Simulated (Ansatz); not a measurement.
## Calculated quadrupolar parameters for TaN

The cell is a structure deposited in the COD whose atoms were relaxed with PBE, the cell held.

Space group P-62m (No. 189); a = 5.1960, c = 2.9110 Å, γ = 120.00°.

| site | Wyckoff | site symmetry | x | y | z |
| --- | --- | --- | --- | --- | --- |
| Ta1 | 2d | -6.. | 0.3333 | 0.6667 | 0.5000 |
| Ta3 | 1a | -62m | 0.0000 | 0.0000 | 0.0000 |
| N | 3f | m2m | 0.3932 | 0.0000 | 0.0000 |

One atom of each set is listed.

All values are calculated (Ansatz; DFT, PBE, plane waves and PAW, with spin–orbit coupling, 420 eV cutoff, Γ-centred 10×10×16 k-points, Fermi–Dirac smearing 0.05 eV), not measured. Start moments as typed (μB): 2 on each Ta, none on the rest.

C_Q = eQV_zz/h, which is 24.18 MHz for Q = 1 b and V_zz = 10²¹ V/m²; η = (V_xx − V_yy)/V_zz.

Ta-181: I = 7/2, Q = 3170 mb; ¹⁴N: I = 1, Q = 20.44 mb. Q values from Pyykkö, Mol. Phys. 116, 1328 (2018).

(1) Give the quadrupolar parameters of the distinct sites.

Results:

(1) 

| site | atoms | first shell | V_zz (10²¹ V/m²) | η | C_Q (MHz) |
| --- | --- | --- | --- | --- | --- |
| Ta1 | 2 | 6 N at 2.16 Å | -19.71 | 0.00 | -1511 |
| Ta3 | 1 | 3 N at 2.04 Å; also 3 N at 3.15 Å | 12.41 | 0.00 | 952 |
| N | 3 | 5 Ta at 2.04–2.16 Å | -1.42 | 0.32 | -0.703 |

An axis of threefold or higher order runs through Ta1 and Ta3, so V_zz lies along it and η is zero. At N V_zz points along its shortest bond, to Ta (within 1°).

At this cell the principal stresses reach 5 GPa in size with PBE, which can matter for small gradients. The run finds no gap above 0.1 eV (a metal, or nearly one), so the gradients can move by 10 % or more with the k-mesh. With these PAW files V_zz is typically within 2 to 3 % of all-electron values, but misses above 10 % occur on Ta.
